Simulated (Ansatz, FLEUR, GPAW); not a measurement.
**One calculation of CdTe, 3 ways**

```
Te Cd
1.0
     0.00000    3.20500    3.20500
     3.20500    0.00000    3.20500
     3.20500    3.20500    0.00000
Te Cd
1 1
Direct
  0.75000 0.75000 0.75000
  0.00000 0.00000 0.00000
```

Alike in all runs: task band structure; functional revPBE; k mesh 7 × 7 × 7; occupations fermi-dirac, width 0.05 eV; no spin polarisation; no spin-orbit coupling. Pressure is positive in compression and, in plane waves, holds the error of the finite cutoff. Gaps are the smaller of the mesh's and the band path's.

```tsv
program and potentials	plane-wave cutoff (eV)	notes	band gap (eV)	pressure (GPa)
GPAW, the program's PAW data sets (release 1.2.1) made for this functional	600	-	0.98	5.10
FLEUR, all-electron, FLAPW	-	-	0.98	-
Ansatz, all-electron LAPW, scalar-relativistic	-	-	0.99	5.53
```

The band gap spans 0.98 (GPAW, the program's PAW data sets (release 1.2.1) made for this functional) to 0.99 eV (Ansatz, all-electron LAPW, scalar-relativistic), with all-electron results at 0.98 to 0.99. The pressure spans 5.10 (GPAW, the program's PAW data sets (release 1.2.1) made for this functional) to 5.53 GPa (Ansatz, all-electron LAPW, scalar-relativistic), with all-electron results at 5.53. Spin-orbit coupling, left out here, moves the band edges of heavy atoms.

Differences between rows come from potentials, basis sets and numerical settings, since the functional is the same but for its coding. Runs on potential files found faulty are left out.

The three codes give practically the same gap, so its shortfall against the well-known, larger experimental gap of CdTe belongs to the functional rather than to the potentials or basis. Semilocal exchange-correlation lacks the derivative discontinuity, and it also places the Cd 4d states too high, so that their repulsion with Te 5p pushes up the valence-band top.

The positive pressures, 5.10 and 5.53 GPa, show that this cell is smaller than revPBE prefers, as expected from a functional that favours long bonds. Compression normally widens the gap of zinc-blende CdTe, because the conduction-band minimum is an antibonding s state that rises as the bonds shorten. At the functional's own equilibrium volume the gap would therefore probably be smaller still, and the disagreement with experiment larger. The close match in gap doesn't carry over fully to the pressure, which depends on the volume derivative of the total energy and not on a difference between two band energies. A single volume gives neither the equilibrium lattice constant nor the bulk modulus.
